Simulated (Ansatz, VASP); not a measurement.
## Ta: VASP beside Ansatz

INCAR

```
PREC = Accurate ; ENCUT = 520
EDIFF = 1E-6 ; ISMEAR = -1
SIGMA = 0.1 ; LREAL = False
LASPH = True ; NELM = 60
ALGO = Normal ; ISIF = 2
LWAVE = False ; LCHARG = False
GGA = RP ; NBANDS = 18
```

The input KPOINTS:

```
Automatic mesh
0
Gamma
  14 14 7
```

POSCAR

```
Ta
1.0
    2.9558578084      0.0000000000      0.0000000000
   -1.4779289042      2.5598479520      0.0000000000
    0.0000000000      0.0000000000      5.2432385294
Ta
2
Direct
    0.3333333333      0.6666666667      0.2500000000
    0.6666666667      0.3333333333      0.7500000000
```

Input for Ansatz:

```yaml
crystal:
  lattice:
    - [2.9558578084, 0.0, 0.0]
    - [-1.4779289042, 2.559847952, 0.0]
    - [0.0, 0.0, 5.2432385294]
  atoms:
    - { symbol: Ta, position: [0.3333333333, 0.6666666667, 0.25] }
    - { symbol: Ta, position: [0.6666666667, 0.3333333333, 0.75] }
hamiltonian:
  xc: rpbe
  pseudopotentials:
    kind: paw
    azcp:
      Ta: "pseudopotentials/Ta.paw.azcp"
basis:
  ecutwfc: 420
  fft_grid_basis: typed
kpoints:
  mp_grid: { grid: [14, 14, 7], shift: [0, 0, 0] }
magnetization:
  spin_polarized: false
scf:
  occupations: { method: fermi_dirac, width: 0.1 }
  lower_state_search: "off"
output:
  stress: true
  write_density: true
  write_potential: true
  elf: true
  volumetric_format: npy
```

Alike in both runs: task single point; functional RPBE; k mesh 14 × 14 × 7; occupations fermi-dirac, width 0.1 eV; no spin polarisation.

|  | VASP | Ansatz |
| --- | --- | --- |
| version | VASP 6.6.1 | Ansatz 0.2.0 |
| potentials or method | VASP PAW PBE potentials, release 64 (Ta_pv) | plane waves (420 eV) with PAW, scalar-relativistic |
| plane-wave cutoff (eV) | 520 | 420 |
| valence electrons in the cell | 22 | 26 |

|  | VASP | Ansatz | Ansatz less VASP |
| --- | --- | --- | --- |
| pressure (GPa) | -6.5 | -6.4 | +0.02 |

The two sets of potentials don't hold the same shells in valence.

Caveats: the PAW data sets were made with another functional, which shifts forces and pressure a little (VASP). The runs have no spin-orbit coupling, so splittings on Ta are missing.
